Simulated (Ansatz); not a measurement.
How far is this CaO from the hull?

These are results of Ansatz 0.2.0, DFT PBE, scalar-relativistic, plane waves, PAW, not measurements. Settings: cutoff 420 eV, Γ-centred meshes spaced at most about 0.3 Å⁻¹ (2π included), Gaussian smearing. No spin polarisation.

Energies over the elements count from the elements' standard structures at the same level (O₂ as a molecule), with no fitted energy shifts.

All energies are static (0 K, no zero-point motion).

The competitors are the elements and 1 reference phase of this chemical system (from databases or known types: CaO), relaxed at the same level; some compounds that the Crystallography Open Database lists (CaO2) aren't among them, so the margin is a lower bound.

The candidate was reached from: 6-connected net, two elements alternating.

```yaml
crystal:
  lattice:
    - [-1.55296, 1.55296, 5.82128]
    - [1.55296, -1.55296, 5.82128]
    - [1.55296, 1.55296, -5.82128]
  atoms:
    - { symbol: Ca, position: [0.04236, 0.04236, 0.00000] }
    - { symbol: Ca, position: [0.79236, 0.29236, 0.50000] }
    - { symbol: O, position: [0.45764, 0.45764, 0.00000] }
    - { symbol: O, position: [0.20764, 0.70764, 0.50000] }
```

**Question.** Is it stable, and against what?

**Answer.** Not the lowest form: another structure of the same formula lies lower. Its formation energy is -2.653 eV/atom. The lowest competing phase at this composition is this:

```csv
phase,space group,source,share of atoms,ΔE_f (eV/atom)
CaO,Fm-3m (No. 225),Materials Project,1.0000,-2.947
```

The candidate lies 0.29 eV/atom above this phase. Its margin to the true hull is at least that. The candidate matches no cell in the subsets of the Crystallography Open Database and the Materials Project at hand. The margin is far too high for a likely synthesis.
